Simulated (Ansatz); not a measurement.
The system is ZnS.

```xyz
2
Lattice="0.0000 2.7020 2.7020 2.7020 0.0000 2.7020 2.7020 2.7020 0.0000" Properties=species:S:1:pos:R:3 pbc="T T T"
Zn    4.0530    4.0530    4.0530
S     0.0000    0.0000    0.0000
```

Base run:

```yaml
Program: Ansatz 0.2.0
Functional: PBE
Potentials_or_basis: all-electron PAW datasets made for the crystal
Cutoff: 280 eV (chosen from the basis error)
k_mesh: 6 × 6 × 6
Occupations: fermi-dirac, width 0.05 eV
Spin: no spin polarisation
```

Its results: band gap on the k mesh 2.11 eV, direct; pressure 1.6 GPa.

Q: The run is repeated on the same cell with these changes: functional from PBE to HSE06; cutoff from 280 eV (chosen from the basis error) to 310 eV (chosen from the basis error). What comes out?

A: Band gap on the k mesh 3.34 eV, direct; pressure 0.9 GPa.

HSE06 gives the wider gap, since exact exchange removes part of the self-interaction.

